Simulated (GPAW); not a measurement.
Crystal: CaF2 (Fluorite).

```xyz
3
Lattice="0.0000 2.7310 2.7310 2.7310 0.0000 2.7310 2.7310 2.7310 0.0000" Properties=species:S:1:pos:R:3 pbc="T T T"
Ca    0.0000    0.0000    0.0000
F     4.0965    4.0965    4.0965
F     1.3655    1.3655    1.3655
```

Base run:

```yaml
Program: GPAW 26.7.0
Functional: r2SCAN
Potentials_or_basis: GPAW PAW data sets (gpaw-data 1.2.1)
Cutoff: 800 eV
Basis: pw
k_mesh: 8 × 8 × 8
Occupations: fermi-dirac, width 0.05 eV
Spin: no spin polarisation
```

Its results: band gap on the k mesh 7.95 eV, indirect (least direct gap 8.21 eV); pressure -2.4 GPa.

Task: The run is repeated on the same cell with these changes: functional from r2SCAN to PBE. What comes out?

Result: Band gap on the k mesh 7.28 eV, indirect (least direct gap 7.54 eV); pressure 1.1 GPa.

r2SCAN gives the wider gap, since meta-GGAs in the generalised Kohn-Sham scheme recover part of the derivative discontinuity.

Caveats: the PAW data sets were made with another functional, which shifts forces and pressure a little (some runs).
